Question

I have computed LDA phonon frequencies of zinc-blende indium phosphide at three wave vectors. I can read the numbers, but not the reasons behind them.

Phonon frequencies of zinc-blende InP from ABINIT 10.8.3, using LDA, PseudoDojo NC SR LDA v0.4.1 standard pseudopotentials, an 843.553 eV cutoff and a shifted 4×4×4 k mesh, with the cell as given, not relaxed. The q rows are 1 = (0, 0, 0), 2 = (0.5, 0, 0) and 3 = (0.5, 0.5, 0) in reciprocal-lattice units. The acoustic sum rule is imposed.

```
row  phonon q row (row)  phonon frequency (cm⁻¹)
  1                   1                      0.0
  2                   1                      0.0
  3                   1                      0.0
  4                   1                    296.5
  5                   1                    296.5
  6                   1                    296.5
  7                   2                     54.5
  8                   2                     54.5
  9                   2                    161.8
 10                   2                    302.5
 11                   2                    302.5
 12                   2                    323.2
 13                   3                     68.0
 14                   3                     68.0
 15                   3                    174.5
 16                   3                    311.1
 17                   3                    311.1
 18                   3                    317.1
```

1. Why does each phonon q row have six frequencies, and what do the three points stand for?
2. Why is there such a wide empty interval between 174.5 and 296.5 cm⁻¹?
3. What would change if phosphorus were heavier but the bonds stayed the same?
4. Why is the lowest pair in q rows 2 and 3 so soft?
5. Does the highest frequency really jump from 296.5 to 323.2 cm⁻¹ between q rows 1 and 2?
6. Which digits can I trust, and would a denser k mesh change them?
7. Could a single bond spring explain all of this?

Answer

1. Two atoms in the cell, each free to move in three directions, give six modes at every wave vector. Phonon q row 1 is Γ, where all cells move in step; q row 2 is L, a wave along a body diagonal of the cube; q row 3 is X, a wave along a cube edge. The three zeros at Γ are shifts of the whole crystal, which cost no energy; a sum rule was imposed to make them exactly zero. Symmetry turns L into four equivalent points and X into three, so an average over the 2×2×2 mesh must weight Γ, L and X as 1:4:3.

2. The interval, known here only at these three points, comes mainly from the unequal masses, and X shows this most clearly. Along a cube edge, planes of indium and phosphorus alternate. In a longitudinal wave at X, each phosphorus plane lies midway between two indium planes that move in opposite directions, so their pulls on it cancel and it rests. The same holds with the elements exchanged. One longitudinal mode therefore moves only indium and the other only phosphorus, and each obeys

K = M ω²

where M is the mass of the moving atom, ω the angular frequency and K the stiffness it feels.

If masses and stiffnesses were equal, the two modes would coincide, as they do in silicon. Here they lie at 174.5 and 317.1 cm⁻¹, a ratio of 1.82, while the masses alone would give 1.93. Phosphorus feels a stiffness 11% below that of indium, which narrows the spacing a little; the masses alone would more than account for it. Giving the lower mode to indium is an inference, but a safe one: the opposite choice would make indium about twelve times as stiffly held as phosphorus, although the same kind of bond holds both.

3. With all forces kept, doubling the phosphorus mass would divide the upper longitudinal frequency at X by √2 and leave the lower one where it is. At Γ the two sublattices move against each other, and the mass that counts is the reduced mass, 24.4 u. That is much nearer to the mass of phosphorus than to that of indium, because the heavy indium moves only about a quarter as far. The optical modes at Γ therefore respond mostly to the lighter atom. Exchanging the element itself would also change the bonds and the charges.

4. The soft pairs follow from a count. The cell has six possible motions but only four nearest-neighbour bonds, so at every wave vector at least two motions leave all bond lengths unchanged to first order. If bonds resisted only stretching, these motions would have zero frequency. In the crystal the weaker resistance to changes of bond angle holds them, and forces of longer range can add to that or take from it. This is a theoretical reading of the transverse acoustic pairs, which lie at 54.5 cm⁻¹ at L and 68.0 cm⁻¹ at X, well under half the longitudinal acoustic frequency at the same point.

5. No, the jump is an artefact. The three equal values at Γ were computed without the macroscopic electric field that accompanies a longitudinal optical wave. When the sublattices shift by u relative to each other, they create a dipole Z e u in each cell, where Z is the Born charge. In a longitudinal wave the resulting field pulls the ions back and adds the stiffness

ΔK = 4π e² Z² / (ε V)

where ε is the electronic dielectric constant and V the cell volume. The same calculation gives Z = 2.557 and ε = 12.60. With V = 2 × 25.17 Å³ and e² = 14.40 eV Å,

ΔK = 4π × 14.40 × 2.557² / (12.60 × 50.34) = 1.865 eV/Å²

The listed mode at Γ corresponds to a stiffness of 7.885 eV/Å², so the longitudinal frequency becomes

296.5 × √(1 + 1.865/7.885) ≈ 330 cm⁻¹

The top branch thus falls from about 330 at Γ to 323 at L and 317 at X. The transverse optical pair does rise along the same points, from 296.5 to 302.5 to 311.1 cm⁻¹. In the limit of zero Born charge, as in silicon, the field term vanishes and the three optical modes at Γ really are equal.

6. The tenths are printed precision, not a measure of accuracy. Different lines at one wave vector are at least 6 cm⁻¹ apart, so no reading here depends on them. The estimate at Γ carries doubts of its own: the k mesh is coarse for the response to an electric field, charge neutrality was imposed on the Born charges, and LDA tends to overestimate ε in semiconductors. An ε smaller by 20% would lift the estimate at Γ from 330 to about 338 cm⁻¹, so its last digit is soft. The listed frequencies also belong to a cell that was not relaxed. Its computed stress suggests that it is somewhat stretched, which usually lowers optical modes, but too short a cutoff tends by itself to make a cell look stretched, so part or all of this may not be real. Equal pairs are no sign of convergence, since symmetry enforces them on any proper mesh. A denser mesh can be expected to shift the values somewhat, but only running it would show by how much, and steps of a few cm⁻¹ need that test most.

7. No. A spring that resists only stretching would leave the soft pairs of answer 4 at zero frequency, and it fails for the stiffer modes too. If forces acted only between nearest neighbours, the transverse optical mode at Γ and both longitudinal modes at X would yield the same K. They yield 7.9 at Γ, but 11.5 for phosphorus and 12.9 eV/Å² for indium at X. A spring taken from Γ would therefore put the two X frequencies 17% and 22% too low. The output printed below lists these stiffnesses, obtained directly from the frequencies and masses.

Taking the longitudinal mode at Γ instead does not remove the difference: the electric field raises the stiffness there only to 7.885 + 1.865 = 9.75 eV/Å². Forces that reach beyond the nearest neighbour must therefore be at work. At Γ, atoms of the same kind move together and do not strain against each other; at X, neighbouring planes of the same element move in opposite directions and do. The frequencies alone do not say how much of the extra stiffness is resistance to bending the bond angles and how much is electrostatic, but a lattice sum of dipole forces with the same Z and ε would estimate the electrostatic part.

Numerical output:

```
Modes listed at each wave vector: 6
Modes on the full 2x2x2 mesh (1 Gamma, 4 L, 3 X): 48
Empty interval between acoustic and optical modes at these points, 1/cm: 122
Rise of the transverse optical pair from Gamma to L, 1/cm: 6
Rise of the transverse optical pair from L to X, 1/cm: 8.6
Apparent rise of the top listed line from Gamma to L, 1/cm: 26.7
Estimated longitudinal optical frequency at Gamma, 1/cm: 329.7
Estimated longitudinal-transverse splitting at Gamma, 1/cm: 33.21
Same longitudinal estimate with a dielectric constant 20 percent smaller, 1/cm: 337.5
Fall of the top branch from Gamma (estimate) to L, 1/cm: 6.512
Fall of the top branch from L to X, 1/cm: 6.1
Upper over lower longitudinal frequency at X: 1.817
Square root of the mass ratio In over P: 1.925
Stiffness felt by In in the lower longitudinal X mode, eV/A2: 12.86
Stiffness felt by P in the upper longitudinal X mode, eV/A2: 11.45
Stiffness of P over that of In at X: 0.8908
Reduced mass of In and P, u: 24.39
Stiffness from the transverse optical mode at Gamma, eV/A2: 7.885
Transverse over longitudinal acoustic frequency at L: 0.3368
Transverse over longitudinal acoustic frequency at X: 0.3897
```
